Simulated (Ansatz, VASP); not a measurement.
# Te: VASP beside Ansatz

The input INCAR:

```
  PREC = Accurate
  ENCUT = 520
  EDIFF = 1E-6
  ISMEAR = -1
  SIGMA = 0.08
  LREAL = False
  LASPH = True
  NELM = 100
  ALGO = Normal
  ISIF = 2
  LWAVE = False
  LCHARG = False
  GGA = PS
  NBANDS = 9
```

The input KPOINTS:

```
Automatic mesh
0
Gamma
  13 13 13
```

POSCAR

```
Te
1.0
    2.3776370739      0.0000000000      0.0000000000
    0.0000000000      2.3776370739      0.0000000000
    0.0000000000      0.0000000000      2.3776370739
Te
1
Direct
    0.0000000000      0.0000000000      0.0000000000
```

Input for Ansatz:

```yaml
crystal:
  lattice:
    - [2.3776370739, 0.0, 0.0]
    - [0.0, 2.3776370739, 0.0]
    - [0.0, 0.0, 2.3776370739]
  atoms:
    - { symbol: Te, position: [0.0, 0.0, 0.0] }
kpoints:
  mp_grid: { grid: [13, 13, 13] }
scf:
  occupations: { method: fermi_dirac, width: 0.08 }
hamiltonian:
  xc: pbesol
  pseudopotentials: { kind: paw }
output:
  forces: true
  stress: true
  eigenvalues: true
basis:
  ecutwfc: 1000
```

Change from the starting cell: volume scaled by 0.43, PAW files, ecut 1000.

Alike in both runs: task single point; functional PBEsol; k mesh 13 × 13 × 13; occupations fermi-dirac, width 0.08 eV; no spin polarisation.

```csv
,VASP,Ansatz
version,VASP 6.6.1,Ansatz 0.2.0
potentials or method,"VASP PAW PBE potentials, release 64 (Te)","PAW with Ansatz's default frozen-core files, scalar-relativistic"
plane-wave cutoff (eV),520,1000
valence electrons in the cell,6,16
```

Ansatz gave:

- pressure (GPa): 286.6

**Question.** Estimate VASP's values.

**Answer.** Pressure (GPa): 294.2.

The two sets of potentials don't hold the same shells in valence.

Caveats: the cell as given lies far from equilibrium; so large a pressure means that the cell lies far from this level's equilibrium, or that cutoff or potentials fall short (VASP); the potentials were made for another functional, which shifts forces and pressure (VASP). Spin-orbit coupling is left out, which matters for the levels of Te.
